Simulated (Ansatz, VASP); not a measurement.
Two plane-wave programs on Ca

File INCAR:

```
ALGO = Normal ; EDIFF = 1E-6
ENCUT = 520 ; GGA = CA
ISIF = 2 ; ISMEAR = 0
LASPH = T ; LCHARG = T
LELF = T ; LREAL = F
LVHAR = T ; LWAVE = F
NBANDS = 11 ; NELM = 100
PREC = Accurate ; SIGMA = 0.15
```

The input KPOINTS:

```
k-points
0
Gamma
  16 16 16
```

The input POSCAR:

```
Ca
1.0
   -2.2400000000      2.2400000000      2.2176000000
    2.2400000000     -2.2400000000      2.2176000000
    2.2400000000      2.2400000000     -2.2176000000
Ca
1
Direct
    0.0000000000      0.0000000000      0.0000000000
```

Input for Ansatz:

```yaml
crystal:
  lattice:
    - [-2.24, 2.24, 2.2176]
    - [2.24, -2.24, 2.2176]
    - [2.24, 2.24, -2.2176]
  atoms:
    - { symbol: Ca, position: [0.0, 0.0, 0.0] }
basis:
  ecutwfc: 420
kpoints:
  mp_grid: { grid: [16, 16, 16] }
hamiltonian:
  xc: lda
scf:
  occupations: { method: gaussian, width: 0.15 }
output:
  forces: true
  stress: true
  eigenvalues: true
```

Change from the starting cell: strain -0.0100 x Voigt [0, 0, 1, 0, 0, 0], atoms carried along.

Alike in both runs: task single point; functional LDA; k mesh 16 × 16 × 16; occupations gaussian, width 0.15 eV; no spin polarisation.

|  | VASP | Ansatz |
| --- | --- | --- |
| version | VASP 6.6.1 | Ansatz 0.2.0 |
| potentials or method | VASP PAW LDA potentials, release 64 (Ca_sv) | scalar-relativistic, plane waves, PAW |
| plane-wave cutoff (eV) | 520 | 420 |
| valence electrons in the cell | 10 | 10 |

```csv
,VASP,Ansatz,Ansatz less VASP
gap on the k mesh at the Fermi level (eV),none,none,-
pressure (GPa),-2.4,-2.4,0.00
```

A gap of «none» marks a metal or a gap that the smearing closes.
